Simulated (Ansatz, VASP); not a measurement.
**KBr: VASP beside Ansatz**

INCAR

```
SYSTEM = KBr
ALGO     = Normal         ! electronic algorithm
EDIFF    = 1E-6           ! SCF threshold, eV
ENCUT    = 520            ! plane-wave cutoff, eV
GGA      = PE             ! functional
ISIF     = 2              ! what is computed and relaxed
ISMEAR   = 0              ! smearing method
LASPH    = .True.         ! aspherical terms in the spheres
LCHARG   = .False.        ! write CHGCAR
LREAL    = .False.        ! projectors in reciprocal space
LWAVE    = .False.        ! write WAVECAR
NBANDS   = 15             ! bands
NELM     = 100            ! most SCF steps
PREC     = Accurate       ! precision mode
SIGMA    = 0.05           ! smearing width, eV
```

File KPOINTS:

```
k-points
0
Gamma
  6 6 6
  0 0 0
```

File POSCAR:

```
KBr
1.0
    0.0000000000      3.1937250000      3.1937250000
    3.1937250000      0.0000000000      3.1937250000
    3.1937250000      3.1937250000      0.0000000000
K Br
1 1
Direct
    0.0000000000      0.0000000000      0.0000000000
    0.5000000000      0.5000000000      0.5000000000
```

Input for Ansatz:

```yaml
crystal:
  lattice:
    - [0.0, 3.193725, 3.193725]
    - [3.193725, 0.0, 3.193725]
    - [3.193725, 3.193725, 0.0]
  atoms:
    - { symbol: K, position: [0.0, 0.0, 0.0] }
    - { symbol: Br, position: [0.5, 0.5, 0.5] }
basis:
  ecutwfc: 420
kpoints:
  mp_grid: { grid: [6, 6, 6] }
hamiltonian:
  xc: pbe
scf:
  occupations: { method: gaussian, width: 0.05 }
output:
  forces: true
  stress: true
  eigenvalues: true
```

Change from the starting cell: strain -0.030 along x and y, -0.030 along z, atoms carried along.

Alike in both runs: task single point; functional PBE; k mesh 6 × 6 × 6; occupations gaussian, width 0.05 eV; no spin polarisation.

|  | VASP | Ansatz |
| --- | --- | --- |
| version | VASP 6.6.1 | Ansatz 0.2.0 |
| potentials or method | VASP PAW PBE potentials, release 64 (K_sv, Br) | scalar-relativistic, plane waves, PAW |
| plane-wave cutoff (eV) | 520 | 420 |
| valence electrons in the cell | 16 | 16 |

```tsv
	VASP	Ansatz	Ansatz less VASP
gap on the k mesh at the Fermi level (eV)	4.71	4.72	+0.002
least direct gap on the mesh (eV)	4.71	4.72	+0.002
pressure (GPa)	2.9	2.8	-0.07
```

With one functional, cell and mesh, what is left measures potentials, basis and numerics.
